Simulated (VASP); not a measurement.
# SiC (F-43m) in VASP: a series of runs

The runs below take SiC through relaxation of cell and atoms, with PBE.

Program: VASP 6.6.1. These are calculated values, not measurements. Logs are shortened: lines on timing, memory, paths and dates and some standing lists are left out, and cuts for length are marked.

**1. The structure**

Symmetry: F-43m, No. 216, cubic system. The conventional cell has a = 4.358 Å, b = 4.358 Å, c = 4.358 Å, α = 90.00°, β = 90.00°, γ = 90.00°. Around Si (site symmetry -43m) lie 4 C at 1.89 Å. C (site symmetry -43m) is surrounded by 4 Si at 1.89 Å.

**2. Relaxation of cell and atoms, PBE**

File INCAR:

```
PREC     = Accurate       # precision mode
ENCUT    = 520            # plane-wave cutoff, eV
EDIFF    = 1E-7           # SCF threshold, eV
ISMEAR   = 0              # smearing method
SIGMA    = 0.02           # smearing width, eV
LREAL    = False          # projectors in reciprocal space
LASPH    = True           # aspherical terms in the spheres
NELM     = 100            # most SCF steps
ALGO     = Normal         # electronic algorithm
ISIF     = 3              # what is computed and relaxed
LWAVE    = False          # write WAVECAR
LCHARG   = False          # write CHGCAR
GGA      = PE             # functional
IBRION   = 2              # ionic algorithm
NSW      = 80             # ionic steps
EDIFFG   = -0.002         # ionic threshold
KPAR     = 4
```

File KPOINTS:

```
Automatic mesh
0
Gamma
  12 12 12
```

File POSCAR:

```
SiC
1.0
    0.0000000000      2.1790000000      2.1790000000
    2.1790000000      0.0000000000      2.1790000000
    2.1790000000      2.1790000000      0.0000000000
Si C
1 1
Direct
    0.0000000000      0.0000000000      0.0000000000
    0.2500000000      0.2500000000      0.2500000000
```

Potentials or basis: VASP PAW PBE potentials, release 64 (Si, C).

Started as:

```bash
cat potpaw_PBE.64/Si/POTCAR potpaw_PBE.64/C/POTCAR > POTCAR
mpirun -np 4 vasp_std > vasp.out
```

OUTCAR:

```text
PREC = Accurate
   ENCUT = 520
   EDIFF = 1E-7
   ISMEAR = 0
   LREAL = False
   LASPH = True
   NELM = 100
   ISIF = 3
   GGA = PE
   IBRION = 2
   NSW = 80
   EDIFFG = -0.002

 ion  position               nearest neighbor table
   1  0.000  0.000  0.000-   2 1.89   2 1.89   2 1.89   2 1.89
   2  0.250  0.250  0.250-   1 1.89   1 1.89   1 1.89   1 1.89

  LATTYP: Found a face centered cubic cell.
 ALAT       =     4.3580000000

  Lattice vectors:

 A1 = (   0.0000000000,   2.1790000000,   2.1790000000)
 A2 = (   2.1790000000,   0.0000000000,   2.1790000000)
 A3 = (   2.1790000000,   2.1790000000,   0.0000000000)

Analysis of symmetry for initial positions (statically):
=====================================================================
 Subroutine PRICEL returns:
 Original cell was already a primitive cell.

 Routine SETGRP: Setting up the symmetry group for a
 face centered cubic supercell.

 Subroutine GETGRP returns: Found 24 space group operations
 (whereof 24 operations were pure point group operations)
 out of a pool of 48 trial point group operations.

The static configuration has the point symmetry T_d .

Analysis of symmetry for dynamics (positions and initial velocities):
=====================================================================
 Subroutine PRICEL returns:
 Original cell was already a primitive cell.

 Routine SETGRP: Setting up the symmetry group for a
 face centered cubic supercell.

 Subroutine GETGRP returns: Found 24 space group operations
 (whereof 24 operations were pure point group operations)
 out of a pool of 48 trial point group operations.

The dynamic configuration has the point symmetry T_d .

 Subroutine INISYM returns: Found 24 space group operations
 (whereof 24 operations are pure point group operations),
 and found     1 'primitive' translations

----------------------------------------------------------------------------------------

                                     Primitive cell

  volume of cell :      20.6920

  direct lattice vectors                    reciprocal lattice vectors
     0.000000000  2.179000000  2.179000000    -0.229463056  0.229463056  0.229463056
     2.179000000  0.000000000  2.179000000     0.229463056 -0.229463056  0.229463056
     2.179000000  2.179000000  0.000000000     0.229463056  0.229463056 -0.229463056

  length of vectors
     3.081571352  3.081571352  3.081571352     0.397441672  0.397441672  0.397441672

  position of ions in fractional coordinates (direct lattice)
     0.000000000  0.000000000  0.000000000
     0.250000000  0.250000000  0.250000000

  ion indices of the primitive-cell ions
   primitive index   ion index
                 1           1
                 2           2

----------------------------------------------------------------------------------------

 KPOINTS: Automatic mesh

Automatic generation of k-mesh.
 Grid dimensions read from file:
 generate k-points for:   12   12   12

 Generating k-lattice:

  Cartesian coordinates                     Fractional coordinates (reciprocal lattice)
    -0.019121921  0.019121921  0.019121921     0.083333333  0.000000000  0.000000000
     0.019121921 -0.019121921  0.019121921     0.000000000  0.083333333  0.000000000
     0.019121921  0.019121921 -0.019121921     0.000000000  0.000000000  0.083333333

  Length of vectors
     0.033120139  0.033120139  0.033120139

  Shift w.r.t. Gamma in fractional coordinates (k-lattice)
     0.000000000  0.000000000  0.000000000

 Subroutine IBZKPT returns following result:
 ===========================================

 Found     72 irreducible k-points:

 Following reciprocal coordinates:
            Coordinates               Weight
  0.000000  0.000000  0.000000      1.000000
  0.083333  0.000000  0.000000      8.000000
  0.166667  0.000000  0.000000      8.000000
  0.250000  0.000000  0.000000      8.000000
  0.333333  0.000000  0.000000      8.000000
  0.416667  0.000000  0.000000      8.000000
[... 16 lines left out ...]
  0.500000  0.166667  0.000000     24.000000
 -0.416667  0.166667  0.000000     24.000000
 [... further k-points ...]
   k-points           NKPTS =     72   k-points in BZ     NKDIM =     72   number of bands    NBANDS=      8
   number of dos      NEDOS =    301   number of ions     NIONS =      2
   total plane-waves  NPLWV =  13824
   dimension x,y,z NGX =    24 NGY =   24 NGZ =   24
   dimension x,y,z NGXF=    48 NGYF=   48 NGZF=   48
   ions per type =               1   1
   NGX,Y,Z   is equivalent  to a cutoff of  12.95, 12.95, 12.95 a.u.
   NGXF,Y,Z  is equivalent  to a cutoff of  25.90, 25.90, 25.90 a.u.
 SYSTEM =  unknown system
   PREC   = accura    normal or accurate (medium, high low for compatibility)
   ISTART =      0    job   : 0-new  1-cont  2-samecut
   ICHARG =      2    charge: 1-file 2-atom 10-const
   ISPIN  =      1    spin polarized calculation?
   LNONCOLLINEAR =      F non collinear calculations
   LSORBIT =      F    spin-orbit coupling
   LASPH  =      T    aspherical Exc in radial PAW
   ENCUT  =  520.0 eV  38.22 Ry    6.18 a.u.   5.73  5.73  5.73*2*pi/ulx,y,z
   NELM   =    100;   NELMIN=  2; NELMDL= -5     # of ELM steps
   EDIFF  = 0.1E-06   stopping-criterion for ELM
   LREAL  =      F    real-space projection
   EDIFFG = -.2E-02   stopping-criterion for IOM
   NSW    =     80    number of steps for IOM
   IBRION =      2    ionic relax: 0-MD 1-quasi-New 2-CG
   NFREE  =      1    steps in history (QN), initial steepest desc. (CG)
   ISIF   =      3    stress and relaxation
   ISYM   =      2    0-nonsym 1-usesym 2-fastsym
   POTIM  = 0.5000    time-step for ionic-motion
   TEBEG  =    0.0;   TEEND  =   0.0 temperature during run
   PSTRESS=    0.0 pullay stress
   NELECT =       8.0000    total number of electrons
   NUPDOWN=      -1.0000    fix difference up-down
   EMIN   =  10.00;   EMAX   =-10.00  energy-range for DOS
   EFERMI =   0.00;   METHOD = LEGACY
   ISMEAR =     0;   SIGMA  =   0.02  broadening in eV -4-tet -1-fermi 0-gaus
   EFERMI_NEDOS =   21; number of points for ismear=-14 and -15
   IALGO  =     38    algorithm
   IMIX   =      4    mixing-type and parameters
     AMIX     =   0.40;   BMIX     =  1.00
     AMIX_MAG =   1.60;   BMIX_MAG =  1.00
  volume/ion in A,a.u.               =      10.35        69.82
  Fermi-wavevector in a.u.,A,eV,Ry     =   1.192626  2.253736 19.352338  1.422357
  Thomas-Fermi vector in A             =   2.328660
   LORBIT       =      0    0 simple, 1 ext, 2 COOP (PROOUT), +10 PAW based schemes
   GGA     = PE    functional components
   LHFCALC =     F    Hartree Fock is set to
   AEXX    =    0.0000 exact exchange contribution
   IVDW    =     0    specifies the selected vdW correction
   LEPSILON=     F    determine dielectric tensor
   LRPA    =     F    only Hartree local field effects (RPA)
 conjugate gradient relaxation of ions
 non-spin polarized calculation
 Gauss-broadening in eV      SIGMA  =   0.02
  energy-cutoff  :      520.00
  volume of cell :       20.69
 maximum number of plane-waves:       568
   NGX = 11   NGY = 11   NGZ = 11

--------------------------------------- Ionic step        1  -------------------------------------------

 number of electron       8.0000001 magnetization

 Free energy of the ion-electron system (eV)
  ---------------------------------------------------
  ext. energy  EPLUGINS =         0.00000000
  ---------------------------------------------------
  free energy    TOTEN  =       -15.05784200 eV

  energy without entropy =      -15.05784200  energy(sigma->0) =      -15.05784200

------------------------ aborting loop because EDIFF is reached ----------------------------------------

  FORCE on cell =-STRESS in cart. coord.  units (eV):
  Direction    XX          YY          ZZ          XY          YZ          ZX
  --------------------------------------------------------------------------------------
  -------------------------------------------------------------------------------------
  Total        0.4145400      0.4145400      0.4145400     -0.0000000     -0.0000000      0.0000000
  in kB       32.0978033     32.0978033     32.0978033     -0.0000000     -0.0000000      0.0000000
  external PRESSURE =      32.0978033 kB  Pullay stress =       0.0000000 kB

 VOLUME and BASIS-vectors are now :
 -----------------------------------------------------------------------------
  energy-cutoff  :      520.00
  volume of cell :       20.69
      direct lattice vectors                 reciprocal lattice vectors
     0.000000000  2.179000000  2.179000000    -0.229463056  0.229463056  0.229463056
     2.179000000  0.000000000  2.179000000     0.229463056 -0.229463056  0.229463056
     2.179000000  2.179000000  0.000000000     0.229463056  0.229463056 -0.229463056
[... 37 lines left out ...]
 POSITION                                       TOTAL-FORCE (eV/Angst)
 -----------------------------------------------------------------------------------
      4.40158      4.40158      4.40158         0.000000      0.000000      0.000000
      1.10039      1.10039      1.10039        -0.000000     -0.000000     -0.000000
 -----------------------------------------------------------------------------------
    total drift:                                0.000000      0.000000      0.000000

  FREE ENERGIE OF THE ION-ELECTRON SYSTEM (eV)
  ---------------------------------------------------
  free  energy   TOTEN  =       -15.0576939507 eV

  energy  without entropy=      -15.0576939507  energy(sigma->0) =      -15.05769395

--------------------------------------- Ionic step        3  -------------------------------------------

 number of electron       8.0000001 magnetization

 Free energy of the ion-electron system (eV)
  ---------------------------------------------------
  ext. energy  EPLUGINS =         0.00000000
  ---------------------------------------------------
  free energy    TOTEN  =       -15.06086297 eV

  energy without entropy =      -15.06086297  energy(sigma->0) =      -15.06086297

 E-fermi :   8.1124     XC(G=0): -11.2921

 val. band max:        7.9427479010   @ k =   0.0000   0.0000   0.0000
 cond. band min:       9.3133019836   @ k =   0.5000   0.5000   0.0000
 fundamental gap:      1.3705540826
 Fermi energy:         8.1124229756

 k-point     1 :       0.0000    0.0000    0.0000
  band No.  band energies     occupation
      1      -7.3456      2.00000
      2       7.9427      2.00000
      3       7.9427      2.00000
      4       7.9427      2.00000
      5      14.0046      0.00000
      6      15.1488      0.00000
      7      15.1488      0.00000
      8      15.1488      0.00000

 k-point     2 :       0.0833    0.0000    0.0000
  band No.  band energies     occupation
      1      -7.2113      2.00000
      2       7.2169      2.00000
      3       7.8481      2.00000
      4       7.8481      2.00000
      5      14.2586      0.00000
      6      15.2895      0.00000
      7      15.3230      0.00000
      8      15.3230      0.00000
[... 221 lines left out ...]
 k-point    23 :       0.5000    0.1667    0.0000
  band No.  band energies     occupation
      1      -3.6895      2.00000
      2       0.2390      2.00000
      3       5.1847      2.00000
      4       6.2048      2.00000
      5      12.7382      0.00000
      6      15.6545      0.00000
      7      16.7214      0.00000
      8      18.4523      0.00000

 k-point    24 :      -0.4167    0.1667    0.0000
  band No.  band energies     occupation
      1      -3.5138      2.00000
      2       0.0051      2.00000
      3       4.8758      2.00000
      4       6.4408      2.00000
      5      13.0399      0.00000
      6      15.5608      0.00000
      7      16.4087      0.00000
      8      18.9827      0.00000

 [... further k-points ...]
[... 5 lines left out ...]
  --------------------------------------------------------------------------------------
  -------------------------------------------------------------------------------------
  Total        0.0002601      0.0002601      0.0002601      0.0000000     -0.0000000     -0.0000000
  in kB        0.0198447      0.0198447      0.0198447      0.0000000     -0.0000000     -0.0000000
  external PRESSURE =       0.0198447 kB  Pullay stress =       0.0000000 kB

 VOLUME and BASIS-vectors are now :
 -----------------------------------------------------------------------------
  energy-cutoff  :      520.00
  volume of cell :       21.00
      direct lattice vectors                 reciprocal lattice vectors
     0.000000000  2.189702150  2.189702150    -0.228341558  0.228341558  0.228341558
     2.189702150 -0.000000000  2.189702150     0.228341558 -0.228341558  0.228341558
     2.189702150  2.189702150  0.000000000     0.228341558  0.228341558 -0.228341558

 POSITION                                       TOTAL-FORCE (eV/Angst)
 -----------------------------------------------------------------------------------
      0.00000      0.00000      0.00000         0.000000      0.000000     -0.000000
      1.09485      1.09485      1.09485        -0.000000     -0.000000      0.000000
 -----------------------------------------------------------------------------------
    total drift:                                0.000000      0.000000      0.000000

  FREE ENERGIE OF THE ION-ELECTRON SYSTEM (eV)
  ---------------------------------------------------
  free  energy   TOTEN  =       -15.0608629684 eV

  energy  without entropy=      -15.0608629684  energy(sigma->0) =      -15.06086297

 reached required accuracy - stopping structural energy minimisation
```

Run time: 4.7 s. Hardware: 4 MPI ranks of Intel Xeon 6975P-C (Granite Rapids), shared host; peak memory 0.12 GiB.

Results:

```yaml
Free_energy: -15.0609 eV
Relaxed_volume: 10.50 Å³/atom
Relaxed_cell: a = 3.097 Å, b = 3.097 Å, c = 3.097 Å, α = 60.00°, β = 60.00°, γ = 60.00°
Space_group_after_relaxing_to_0.05_Å: F-43m (No. 216)
Energy_gained_by_relaxing: 1.5 meV/atom
Ionic_steps: 3
Pressure_after_relaxing: 0.0 GPa
Band_gap_on_the_k_mesh: 1.37 eV, indirect (least direct gap 4.53 eV)
```

Step by step:
| step | energy change (eV) | largest force (eV/Å) | pressure (GPa) | volume (Å³) |
| --- | --- | --- | --- | --- |
| 1 | 0.0000 | 0.0000 | 3.21 | 20.69 |
| 2 | 0.0001 | 0.0000 | -3.12 | 21.32 |
| 3 | -0.0030 | 0.0000 | 0.00 | 21.00 |

Final structure:
```yaml
crystal:
  lattice:
    - [0.00000, 2.18970, 2.18970]
    - [2.18970, 0.00000, 2.18970]
    - [2.18970, 2.18970, 0.00000]
  atoms:
    - { symbol: Si, position: [0.00000, 0.00000, 0.00000] }
    - { symbol: C, position: [0.25000, 0.25000, 0.25000] }
```

**3. Relaxation of cell and atoms, PBE**

This run uses another cell than the first one, of 10.50 Å³/atom, 1.015 times its volume.

INCAR is that of step 2.

KPOINTS is that of step 2.

File POSCAR:

```
SiC                                     
1.0
    0.0000000000      2.1897021501      2.1897021501
    2.1897021501     -0.0000000000      2.1897021501
    2.1897021501      2.1897021501      0.0000000000
  Si              C             
     1     1
Direct
     0.0000000000000000    0.0000000000000000    0.0000000000000000
     0.2500000000000000    0.2500000000000000    0.2500000000000000
```

Potentials or basis: VASP PAW PBE potentials, release 64 (Si, C).

Started as:

```bash
cat potpaw_PBE.64/Si/POTCAR potpaw_PBE.64/C/POTCAR > POTCAR
mpirun -np 4 vasp_std > vasp.out
```

Wall time 2.2 s (4 MPI ranks of Intel Xeon 6975P-C (Granite Rapids), shared host); peak memory 0.13 GiB.

The run converged. Its results:

| Quantity | Value |
| --- | --- |
| Free energy | -15.0610 eV |
| Pressure after relaxing | 0.0 GPa |
| Band gap on the k mesh | 1.37 eV, indirect (least direct gap 4.53 eV) |

Final structure:
```
CELL_PARAMETERS angstrom
0.00000 2.18970 2.18970
2.18970 0.00000 2.18970
2.18970 2.18970 0.00000
ATOMIC_POSITIONS crystal
Si 0.00000 0.00000 0.00000
C 0.25000 0.25000 0.25000
```

Levels at points of the mesh, in eV from the valence-band top:
| k point | band 1 | band 2 | band 3 | band 4 | band 5 | band 6 | band 7 | band 8 |
| --- | --- | --- | --- | --- | --- | --- | --- | --- |
| (0.00, 0.00, 0.00) | -15.29 | 0.00 | 0.00 | 0.00 | 6.06 | 7.21 | 7.21 | 7.21 |
| (0.50, 0.00, 0.00) | -11.78 | -8.45 | -1.05 | -1.05 | 5.30 | 7.17 | 7.17 | 9.97 |
| (0.50, 0.50, 0.00) | -10.34 | -7.75 | -3.16 | -3.16 | 1.37 | 4.27 | 13.86 | 13.86 |

Caveat: the relaxation stopped at its first step, so nothing moved. Expect the measured gap to be larger: semilocal functionals such as PBE lack the derivative discontinuity.
